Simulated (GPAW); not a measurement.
Write an ASE script for GPAW 26.7.0 that does the following.

* Task: relaxation of cell and atoms
* Functional: PBEsol
* Dispersion: D3(BJ)+ATM
* Potentials or basis: PAW data sets generated in the run's folder for this functional
* Cutoff: 600 eV
* Basis: pw
* k mesh: 7 × 7 × 7
* Occupations: fermi-dirac, width 0.05 eV
* Spin: no spin polarisation
* Maxiter: 150
* Optimizer: BFGS
* Fmax: 0.02 eV/Å
* Max steps: 60
* Convergence: density=1e-05 forces=0.0001

Sn:

```
Sn
1.0
    -2.94014    2.94014    1.59930
     2.94014   -2.94014    1.59930
     2.94014    2.94014   -1.59930
Sn
2
Direct
  0.00000 0.00000 0.00000
  0.75000 0.25000 0.50000
```

The input as run:

run.py

```python
from ase import Atoms
from ase.calculators.mixing import SumCalculator
from ase.filters import FrechetCellFilter
from ase.io import write
from ase.optimize import BFGS
from dftd3.ase import DFTD3
from gpaw import GPAW, PW, setup_paths

setup_paths.insert(0, '.')

atoms = Atoms(['Sn', 'Sn'],
              cell=[[-2.9401404553, 2.9401404553, 1.5993019889],
                    [2.9401404553, -2.9401404553, 1.5993019889],
                    [2.9401404553, 2.9401404553, -1.5993019889]],
              scaled_positions=[[0.0, 0.0, 0.0],
                                [0.75, 0.25, 0.5]],
              pbc=True)

calc = GPAW(mode=PW(600),
            xc='PBEsol',
            kpts={'size': (7, 7, 7), 'gamma': True},
            occupations={'name': 'fermi-dirac', 'width': 0.05},
            nbands=24,
            convergence={'density': 1e-05, 'forces': 0.0001},
            maxiter=150,
            txt='gpaw.txt')
atoms.calc = SumCalculator([calc, DFTD3(damping='d3bj', params_tweaks=dict(method='pbesol', atm=True))])
opt = BFGS(FrechetCellFilter(atoms), trajectory='relax.traj', logfile='-')
done = opt.run(fmax=0.02, steps=60)
calc.write('gs.gpw')
write('result.traj', atoms)
print('Converged:', done)
print('Cell:', atoms.cell.cellpar().round(4))
print('Volume:', round(atoms.get_volume(), 4))
print(atoms.get_scaled_positions().round(5))
```

Potentials or basis: PAW data sets generated in the run's folder for this functional, pw.

The run is started by

```sh
$ gpaw-setup -f PBEsol Sn
$ OMP_NUM_THREADS=1 python run.py
```

Results of the run:

```json
{
 "Relaxed volume": "25.63 Å³/atom",
 "Relaxed cell": "a = 4.336 Å, b = 4.336 Å, c = 4.336 Å, α = 97.52°, β = 97.52°, γ = 137.57°",
 "Space group after relaxing (to 0.05 Å)": "I4_1/amd (No. 141)",
 "Energy gained by relaxing": "27.0 meV/atom",
 "Ionic steps": "7",
 "Pressure after relaxing": "0.0 GPa",
 "Band gap on the k mesh": "none (metal or under the smearing width)",
 "Dispersion energy per atom": "-0.393 eV"
}
```

Caveat: later steps reuse the first step's grids; pairwise dispersion overbinds metals, which lowers pressure and volume.

Run time: 5.4 min on 1 thread of AMD EPYC 7571 (shared host), peak memory 0.29 GiB.
